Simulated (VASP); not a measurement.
# Sb (Fm-3m) in VASP: notebook, part 2 of 7

VASP 6.6.1. Earlier steps stand in the parts before.

## (11) Equation of state, r2SCAN, 27.47 Å³/atom

INCAR

```
SYSTEM = Sb
  PREC = Accurate
  ENCUT = 450
  EDIFF = 1E-6
  ISMEAR = 1
  SIGMA = 0.1
  LREAL = .FALSE.
  LASPH = .TRUE.
  NELM = 100
  ALGO = Normal
  ISIF = 2
  LWAVE = .FALSE.
  LCHARG = .FALSE.
  METAGGA = R2SCAN
  LMIXTAU = .TRUE.
  ADDGRID = .FALSE.
```

KPOINTS

```
regular mesh
0
G
  3 3 3
  0 0 0
```

POSCAR

```
Sb
1.0
    0.0000000000      2.3947216973      2.3947216973
    2.3947216973      0.0000000000      2.3947216973
    2.3947216973      2.3947216973      0.0000000000
Sb
1
Direct
    0.0000000000      0.0000000000      0.0000000000
```

Run with:

```sh
> cat potpaw_PBE.64/Sb/POTCAR > POTCAR
> mpirun -np 1 vasp_std > vasp.out
```

It took 5.1 s on 1 thread of Intel Xeon 6975P-C (Granite Rapids), shared host; peak memory 0.13 GiB.

The run converged, but some of its settings lie outside the range that counts as converged, so its numbers aren't taken as properties of the crystal.

What came out:

- Free energy: -25.9167 eV
- Pressure: -1.7 GPa
- Band gap on the k mesh: none (metal or under the smearing width)

Caveat: the k mesh is coarse (spacing up to 0.76 Å⁻¹), so the values aren't converged; the PAW data sets were made with another functional, which shifts forces and pressure a little.

## (12) Equation of state, r2SCAN, 25.87 Å³/atom

INCAR: that of step 11 with these lines changed.

```diff
@@ -2,3 +2,3 @@
   PREC = Accurate
-  ENCUT = 450
+  ENCUT = 550
   EDIFF = 1E-6
```

KPOINTS is that of step 11.

POSCAR

```
Sb
1.0
    0.0000000000      2.3472889392      2.3472889392
    2.3472889392      0.0000000000      2.3472889392
    2.3472889392      2.3472889392      0.0000000000
Sb
1
Direct
    0.0000000000      0.0000000000      0.0000000000
```

Potentials or basis: VASP PAW PBE potentials, release 64 (Sb).

Run with:

```sh
> cat potpaw_PBE.64/Sb/POTCAR > POTCAR
> mpirun -np 1 vasp_std > vasp.out
```

Wall time 6.3 s (1 thread of Intel Xeon 6975P-C (Granite Rapids), shared host); peak memory 0.15 GiB.

These settings aren't checked as converged: the numbers below hold their error.

Results:

- Free energy: -25.9119 eV
- Pressure: 2.9 GPa
- Band gap on the k mesh: none (metal or under the smearing width)

Caveat: the k mesh is coarse (spacing up to 0.77 Å⁻¹), so the values aren't converged; the PAW data sets were made with another functional, which shifts forces and pressure a little.

## (13) Equation of state, r2SCAN, 27.47 Å³/atom

INCAR is that of step 12.

KPOINTS is that of step 12.

POSCAR

```
Sb
1.0
    0.0000000000      2.3947216973      2.3947216973
    2.3947216973      0.0000000000      2.3947216973
    2.3947216973      2.3947216973      0.0000000000
Sb
1
Direct
    0.0000000000      0.0000000000      0.0000000000
```

Run with:

```sh
> cat potpaw_PBE.64/Sb/POTCAR > POTCAR
> mpirun -np 1 vasp_std > vasp.out
```

Wall time 6.4 s (1 thread of Intel Xeon 6975P-C (Granite Rapids), shared host); peak memory 0.15 GiB.

These settings aren't checked as converged: the numbers below hold their error.

Results:

```
Free energy            : -25.9168 eV
Pressure               : -1.7 GPa
Band gap on the k mesh : none (metal or under the smearing width)
```

Caveat: the k mesh is coarse (spacing up to 0.76 Å⁻¹), so the values aren't converged; the PAW data sets were made with another functional, which shifts forces and pressure a little.

## (14) Equation of state, r2SCAN, 25.87 Å³/atom

INCAR: that of step 13 with these lines changed.

```diff
@@ -2,3 +2,3 @@
   PREC = Accurate
-  ENCUT = 550
+  ENCUT = 700
   EDIFF = 1E-6
```

KPOINTS is that of step 13.

POSCAR

```
Sb
1.0
    0.0000000000      2.3472889392      2.3472889392
    2.3472889392      0.0000000000      2.3472889392
    2.3472889392      2.3472889392      0.0000000000
Sb
1
Direct
    0.0000000000      0.0000000000      0.0000000000
```

Run with:

```sh
> cat potpaw_PBE.64/Sb/POTCAR > POTCAR
> mpirun -np 1 vasp_std > vasp.out
```

It took 7.5 s on 1 thread of Intel Xeon 6975P-C (Granite Rapids), shared host; peak memory 0.17 GiB.

These settings aren't checked as converged: the numbers below hold their error.

Results:

```
Free energy            : -25.9120 eV
Pressure               : 2.9 GPa
Band gap on the k mesh : none (metal or under the smearing width)
```

Caveat: the k mesh is coarse (spacing up to 0.77 Å⁻¹), so the values aren't converged; the PAW data sets were made with another functional, which shifts forces and pressure a little.

## (15) Equation of state, r2SCAN, 27.47 Å³/atom

INCAR is that of step 14.

KPOINTS is that of step 14.

POSCAR

```
Sb
1.0
    0.0000000000      2.3947216973      2.3947216973
    2.3947216973      0.0000000000      2.3947216973
    2.3947216973      2.3947216973      0.0000000000
Sb
1
Direct
    0.0000000000      0.0000000000      0.0000000000
```

Potentials or basis: VASP PAW PBE potentials, release 64 (Sb).

Run with:

```sh
> cat potpaw_PBE.64/Sb/POTCAR > POTCAR
> mpirun -np 1 vasp_std > vasp.out
```

It took 7.5 s on 1 thread of Intel Xeon 6975P-C (Granite Rapids), shared host; peak memory 0.17 GiB.

These settings aren't checked as converged: the numbers below hold their error.

Results:

```
Free energy            : -25.9169 eV
Pressure               : -1.7 GPa
Band gap on the k mesh : none (metal or under the smearing width)
```

Caveat: the k mesh is coarse (spacing up to 0.76 Å⁻¹), so the values aren't converged; the PAW data sets were made with another functional, which shifts forces and pressure a little.

## (16) Equation of state, r2SCAN, 25.87 Å³/atom

INCAR: that of step 15 with these lines changed.

```diff
@@ -2,3 +2,3 @@
   PREC = Accurate
-  ENCUT = 700
+  ENCUT = 250
   EDIFF = 1E-6
```

KPOINTS

```
regular mesh
0
G
  6 6 6
  0 0 0
```

POSCAR

```
Sb
1.0
    0.0000000000      2.3472889392      2.3472889392
    2.3472889392      0.0000000000      2.3472889392
    2.3472889392      2.3472889392      0.0000000000
Sb
1
Direct
    0.0000000000      0.0000000000      0.0000000000
```

Run with:

```sh
> cat potpaw_PBE.64/Sb/POTCAR > POTCAR
> mpirun -np 1 vasp_std > vasp.out
```

Run time: 6.3 s. Hardware: 1 thread of Intel Xeon 6975P-C (Granite Rapids), shared host; peak memory 0.11 GiB.

The run converged, but some of its settings lie outside the range that counts as converged, so its numbers aren't taken as properties of the crystal.

What came out:

```yaml
Free_energy: -25.2435 eV
Pressure: 3.0 GPa
Band_gap_on_the_k_mesh: none (metal or under the smearing width)
```

Caveat: the k mesh is coarse (spacing up to 0.39 Å⁻¹), so the values aren't converged; the PAW data sets were made with another functional, which shifts forces and pressure a little.

## (17) Equation of state, r2SCAN, 27.47 Å³/atom

INCAR is that of step 16.

KPOINTS is that of step 16.

POSCAR

```
Sb
1.0
    0.0000000000      2.3947216973      2.3947216973
    2.3947216973      0.0000000000      2.3947216973
    2.3947216973      2.3947216973      0.0000000000
Sb
1
Direct
    0.0000000000      0.0000000000      0.0000000000
```

Run with:

```sh
> cat potpaw_PBE.64/Sb/POTCAR > POTCAR
> mpirun -np 1 vasp_std > vasp.out
```

It took 4.9 s on 1 thread of Intel Xeon 6975P-C (Granite Rapids), shared host; peak memory 0.11 GiB.

These settings aren't checked as converged: the numbers below hold their error.

Results:

```
Free energy            : -25.2547 eV
Pressure               : -0.7 GPa
Band gap on the k mesh : none (metal or under the smearing width)
```

Caveat: the k mesh is coarse (spacing up to 0.38 Å⁻¹), so the values aren't converged; the PAW data sets were made with another functional, which shifts forces and pressure a little.

## (18) Equation of state, r2SCAN, 25.87 Å³/atom

INCAR: that of step 17 with these lines changed.

```diff
@@ -2,3 +2,3 @@
   PREC = Accurate
-  ENCUT = 250
+  ENCUT = 300
   EDIFF = 1E-6
```

KPOINTS is that of step 17.

POSCAR

```
Sb
1.0
    0.0000000000      2.3472889392      2.3472889392
    2.3472889392      0.0000000000      2.3472889392
    2.3472889392      2.3472889392      0.0000000000
Sb
1
Direct
    0.0000000000      0.0000000000      0.0000000000
```

Potentials or basis: VASP PAW PBE potentials, release 64 (Sb).

Run with:

```sh
> cat potpaw_PBE.64/Sb/POTCAR > POTCAR
> mpirun -np 1 vasp_std > vasp.out
```

Wall time 5.9 s (1 thread of Intel Xeon 6975P-C (Granite Rapids), shared host); peak memory 0.12 GiB.

The run converged, but some of its settings lie outside the range that counts as converged, so its numbers aren't taken as properties of the crystal.

Results:

```
Free energy            : -25.2449 eV
Pressure               : 3.1 GPa
Band gap on the k mesh : none (metal or under the smearing width)
```

Caveat: the k mesh is coarse (spacing up to 0.39 Å⁻¹), so the values aren't converged; the PAW data sets were made with another functional, which shifts forces and pressure a little.

## (19) Equation of state, r2SCAN, 27.47 Å³/atom

INCAR is that of step 18.

KPOINTS is that of step 18.

POSCAR

```
Sb
1.0
    0.0000000000      2.3947216973      2.3947216973
    2.3947216973      0.0000000000      2.3947216973
    2.3947216973      2.3947216973      0.0000000000
Sb
1
Direct
    0.0000000000      0.0000000000      0.0000000000
```

Run with:

```sh
> cat potpaw_PBE.64/Sb/POTCAR > POTCAR
> mpirun -np 1 vasp_std > vasp.out
```

It took 5.2 s on 1 thread of Intel Xeon 6975P-C (Granite Rapids), shared host; peak memory 0.12 GiB.

These settings aren't checked as converged: the numbers below hold their error.

What came out:

```
Free energy            : -25.2558 eV
Pressure               : -0.7 GPa
Band gap on the k mesh : none (metal or under the smearing width)
```

Caveat: the k mesh is coarse (spacing up to 0.38 Å⁻¹), so the values aren't converged; the PAW data sets were made with another functional, which shifts forces and pressure a little.

## (20) Equation of state, r2SCAN, 25.87 Å³/atom

INCAR: that of step 19 with these lines changed.

```diff
@@ -2,3 +2,3 @@
   PREC = Accurate
-  ENCUT = 300
+  ENCUT = 250
   EDIFF = 1E-6
```

KPOINTS

```
regular mesh
0
G
  7 7 7
  0 0 0
```

POSCAR

```
Sb
1.0
    0.0000000000      2.3472889392      2.3472889392
    2.3472889392      0.0000000000      2.3472889392
    2.3472889392      2.3472889392      0.0000000000
Sb
1
Direct
    0.0000000000      0.0000000000      0.0000000000
```

Run with:

```sh
> cat potpaw_PBE.64/Sb/POTCAR > POTCAR
> mpirun -np 1 vasp_std > vasp.out
```

It took 5.5 s on 1 thread of Intel Xeon 6975P-C (Granite Rapids), shared host; peak memory 0.11 GiB.

These settings aren't checked as converged: the numbers below hold their error.

What came out:

```
Free energy            : -25.2035 eV
Pressure               : 1.6 GPa
Band gap on the k mesh : none (metal or under the smearing width)
```

Caveat: the PAW data sets were made with another functional, which shifts forces and pressure a little.

## (21) Equation of state, r2SCAN, 27.47 Å³/atom

INCAR is that of step 20.

KPOINTS is that of step 20.

POSCAR

```
Sb
1.0
    0.0000000000      2.3947216973      2.3947216973
    2.3947216973      0.0000000000      2.3947216973
    2.3947216973      2.3947216973      0.0000000000
Sb
1
Direct
    0.0000000000      0.0000000000      0.0000000000
```

Potentials or basis: VASP PAW PBE potentials, release 64 (Sb).

Run with:

```sh
> cat potpaw_PBE.64/Sb/POTCAR > POTCAR
> mpirun -np 1 vasp_std > vasp.out
```

Wall time 5.3 s (1 thread of Intel Xeon 6975P-C (Granite Rapids), shared host); peak memory 0.11 GiB.

These settings aren't checked as converged: the numbers below hold their error.

Results:

```
Free energy            : -25.2038 eV
Pressure               : -1.4 GPa
Band gap on the k mesh : none (metal or under the smearing width)
```

Caveat: the PAW data sets were made with another functional, which shifts forces and pressure a little.

## (22) Equation of state, r2SCAN, 25.87 Å³/atom

INCAR: that of step 21 with these lines changed.

```diff
@@ -2,3 +2,3 @@
   PREC = Accurate
-  ENCUT = 250
+  ENCUT = 350
   EDIFF = 1E-6
```

KPOINTS

```
regular mesh
0
G
  6 6 6
  0 0 0
```

POSCAR

```
Sb
1.0
    0.0000000000      2.3472889392      2.3472889392
    2.3472889392      0.0000000000      2.3472889392
    2.3472889392      2.3472889392      0.0000000000
Sb
1
Direct
    0.0000000000      0.0000000000      0.0000000000
```

Run with:

```sh
> cat potpaw_PBE.64/Sb/POTCAR > POTCAR
> mpirun -np 1 vasp_std > vasp.out
```

Run time: 6.3 s. Hardware: 1 thread of Intel Xeon 6975P-C (Granite Rapids), shared host; peak memory 0.12 GiB.

The run converged, but some of its settings lie outside the range that counts as converged, so its numbers aren't taken as properties of the crystal.

Results:

* Free energy: -25.2456 eV
* Pressure: 3.1 GPa
* Band gap on the k mesh: none (metal or under the smearing width)

Caveat: the k mesh is coarse (spacing up to 0.39 Å⁻¹), so the values aren't converged; the PAW data sets were made with another functional, which shifts forces and pressure a little.

## (23) Equation of state, r2SCAN, 27.47 Å³/atom

INCAR is that of step 22.

KPOINTS is that of step 22.

POSCAR

```
Sb
1.0
    0.0000000000      2.3947216973      2.3947216973
    2.3947216973      0.0000000000      2.3947216973
    2.3947216973      2.3947216973      0.0000000000
Sb
1
Direct
    0.0000000000      0.0000000000      0.0000000000
```

Run with:

```sh
> cat potpaw_PBE.64/Sb/POTCAR > POTCAR
> mpirun -np 1 vasp_std > vasp.out
```

Run time: 6.1 s. Hardware: 1 thread of Intel Xeon 6975P-C (Granite Rapids), shared host; peak memory 0.13 GiB.

The run converged, but some of its settings lie outside the range that counts as converged, so its numbers aren't taken as properties of the crystal.

What came out:

| Quantity | Value |
| --- | --- |
| Free energy | -25.2565 eV |
| Pressure | -0.7 GPa |
| Band gap on the k mesh | none (metal or under the smearing width) |

Caveat: the k mesh is coarse (spacing up to 0.38 Å⁻¹), so the values aren't converged; the PAW data sets were made with another functional, which shifts forces and pressure a little.

## (24) Equation of state, r2SCAN, 25.87 Å³/atom

INCAR: that of step 23 with these lines changed.

```diff
@@ -2,3 +2,3 @@
   PREC = Accurate
-  ENCUT = 350
+  ENCUT = 300
   EDIFF = 1E-6
```

KPOINTS

```
regular mesh
0
G
  7 7 7
  0 0 0
```

POSCAR

```
Sb
1.0
    0.0000000000      2.3472889392      2.3472889392
    2.3472889392      0.0000000000      2.3472889392
    2.3472889392      2.3472889392      0.0000000000
Sb
1
Direct
    0.0000000000      0.0000000000      0.0000000000
```

Potentials or basis: VASP PAW PBE potentials, release 64 (Sb).

Run with:

```sh
> cat potpaw_PBE.64/Sb/POTCAR > POTCAR
> mpirun -np 1 vasp_std > vasp.out
```

It took 6.5 s on 1 thread of Intel Xeon 6975P-C (Granite Rapids), shared host; peak memory 0.12 GiB.

These settings aren't checked as converged: the numbers below hold their error.

Results:

- Free energy: -25.2049 eV
- Pressure: 1.6 GPa
- Band gap on the k mesh: none (metal or under the smearing width)

Caveat: the PAW data sets were made with another functional, which shifts forces and pressure a little.

## (25) Equation of state, r2SCAN, 27.47 Å³/atom

INCAR is that of step 24.

KPOINTS is that of step 24.

POSCAR

```
Sb
1.0
    0.0000000000      2.3947216973      2.3947216973
    2.3947216973      0.0000000000      2.3947216973
    2.3947216973      2.3947216973      0.0000000000
Sb
1
Direct
    0.0000000000      0.0000000000      0.0000000000
```

Run with:

```sh
> cat potpaw_PBE.64/Sb/POTCAR > POTCAR
> mpirun -np 1 vasp_std > vasp.out
```

Run time: 6.3 s. Hardware: 1 thread of Intel Xeon 6975P-C (Granite Rapids), shared host; peak memory 0.12 GiB.

The run converged, but some of its settings lie outside the range that counts as converged, so its numbers aren't taken as properties of the crystal.

What came out:

```
Free energy            : -25.2050 eV
Pressure               : -1.4 GPa
Band gap on the k mesh : none (metal or under the smearing width)
```

Caveat: the PAW data sets were made with another functional, which shifts forces and pressure a little.

## (26) Equation of state, r2SCAN, 25.87 Å³/atom

INCAR: that of step 25 with these lines changed.

```diff
@@ -2,3 +2,3 @@
   PREC = Accurate
-  ENCUT = 300
+  ENCUT = 450
   EDIFF = 1E-6
```

KPOINTS

```
regular mesh
0
G
  6 6 6
  0 0 0
```

POSCAR

```
Sb
1.0
    0.0000000000      2.3472889392      2.3472889392
    2.3472889392      0.0000000000      2.3472889392
    2.3472889392      2.3472889392      0.0000000000
Sb
1
Direct
    0.0000000000      0.0000000000      0.0000000000
```

Run with:

```sh
> cat potpaw_PBE.64/Sb/POTCAR > POTCAR
> mpirun -np 1 vasp_std > vasp.out
```

It took 5.1 s on 1 thread of Intel Xeon 6975P-C (Granite Rapids), shared host; peak memory 0.14 GiB.

These settings aren't checked as converged: the numbers below hold their error.

Results:

- Free energy: -25.2465 eV
- Pressure: 3.2 GPa
- Band gap on the k mesh: none (metal or under the smearing width)

Caveat: the k mesh is coarse (spacing up to 0.39 Å⁻¹), so the values aren't converged; the PAW data sets were made with another functional, which shifts forces and pressure a little.

## (27) Equation of state, r2SCAN, 27.47 Å³/atom

INCAR is that of step 26.

KPOINTS is that of step 26.

POSCAR

```
Sb
1.0
    0.0000000000      2.3947216973      2.3947216973
    2.3947216973      0.0000000000      2.3947216973
    2.3947216973      2.3947216973      0.0000000000
Sb
1
Direct
    0.0000000000      0.0000000000      0.0000000000
```

Potentials or basis: VASP PAW PBE potentials, release 64 (Sb).

Run with:

```sh
> cat potpaw_PBE.64/Sb/POTCAR > POTCAR
> mpirun -np 1 vasp_std > vasp.out
```

Wall time 5.9 s (1 thread of Intel Xeon 6975P-C (Granite Rapids), shared host); peak memory 0.13 GiB.

The run converged, but some of its settings lie outside the range that counts as converged, so its numbers aren't taken as properties of the crystal.

What came out:

```yaml
Free_energy: -25.2575 eV
Pressure: -0.6 GPa
Band_gap_on_the_k_mesh: none (metal or under the smearing width)
```

Caveat: the k mesh is coarse (spacing up to 0.38 Å⁻¹), so the values aren't converged; the PAW data sets were made with another functional, which shifts forces and pressure a little.

## (28) Equation of state, r2SCAN, 25.87 Å³/atom

INCAR: that of step 27 with these lines changed.

```diff
@@ -2,3 +2,3 @@
   PREC = Accurate
-  ENCUT = 450
+  ENCUT = 350
   EDIFF = 1E-6
```

KPOINTS

```
regular mesh
0
G
  7 7 7
  0 0 0
```

POSCAR

```
Sb
1.0
    0.0000000000      2.3472889392      2.3472889392
    2.3472889392      0.0000000000      2.3472889392
    2.3472889392      2.3472889392      0.0000000000
Sb
1
Direct
    0.0000000000      0.0000000000      0.0000000000
```

Run with:

```sh
> cat potpaw_PBE.64/Sb/POTCAR > POTCAR
> mpirun -np 1 vasp_std > vasp.out
```

Run time: 6.8 s. Hardware: 1 thread of Intel Xeon 6975P-C (Granite Rapids), shared host; peak memory 0.12 GiB.

These settings aren't checked as converged: the numbers below hold their error.

Results:

```
Free energy            : -25.2057 eV
Pressure               : 1.6 GPa
Band gap on the k mesh : none (metal or under the smearing width)
```

Caveat: the PAW data sets were made with another functional, which shifts forces and pressure a little.

## (29) Equation of state, r2SCAN, 27.47 Å³/atom

INCAR is that of step 28.

KPOINTS is that of step 28.

POSCAR

```
Sb
1.0
    0.0000000000      2.3947216973      2.3947216973
    2.3947216973      0.0000000000      2.3947216973
    2.3947216973      2.3947216973      0.0000000000
Sb
1
Direct
    0.0000000000      0.0000000000      0.0000000000
```

Run with:

```sh
> cat potpaw_PBE.64/Sb/POTCAR > POTCAR
> mpirun -np 1 vasp_std > vasp.out
```

Run time: 6.5 s. Hardware: 1 thread of Intel Xeon 6975P-C (Granite Rapids), shared host; peak memory 0.13 GiB.

These settings aren't checked as converged: the numbers below hold their error.

Results:

```yaml
Free_energy: -25.2057 eV
Pressure: -1.4 GPa
Band_gap_on_the_k_mesh: none (metal or under the smearing width)
```

Caveat: the PAW data sets were made with another functional, which shifts forces and pressure a little.

## (30) Equation of state, r2SCAN, 25.87 Å³/atom

INCAR: that of step 29 with these lines changed.

```diff
@@ -2,3 +2,3 @@
   PREC = Accurate
-  ENCUT = 350
+  ENCUT = 550
   EDIFF = 1E-6
```

KPOINTS

```
regular mesh
0
G
  6 6 6
  0 0 0
```

POSCAR

```
Sb
1.0
    0.0000000000      2.3472889392      2.3472889392
    2.3472889392      0.0000000000      2.3472889392
    2.3472889392      2.3472889392      0.0000000000
Sb
1
Direct
    0.0000000000      0.0000000000      0.0000000000
```

Potentials or basis: VASP PAW PBE potentials, release 64 (Sb).

Run with:

```sh
> cat potpaw_PBE.64/Sb/POTCAR > POTCAR
> mpirun -np 1 vasp_std > vasp.out
```

Run time: 12 s. Hardware: 1 thread of Intel Xeon 6975P-C (Granite Rapids), shared host; peak memory 0.15 GiB.

The run converged, but some of its settings lie outside the range that counts as converged, so its numbers aren't taken as properties of the crystal.

What came out:

| Item | Value |
| --- | --- |
| Free energy | -25.2468 eV |
| Pressure | 3.1 GPa |
| Band gap on the k mesh | none (metal or under the smearing width) |

Caveat: the k mesh is coarse (spacing up to 0.39 Å⁻¹), so the values aren't converged; the PAW data sets were made with another functional, which shifts forces and pressure a little.

(Continued in part 3 of 7.)
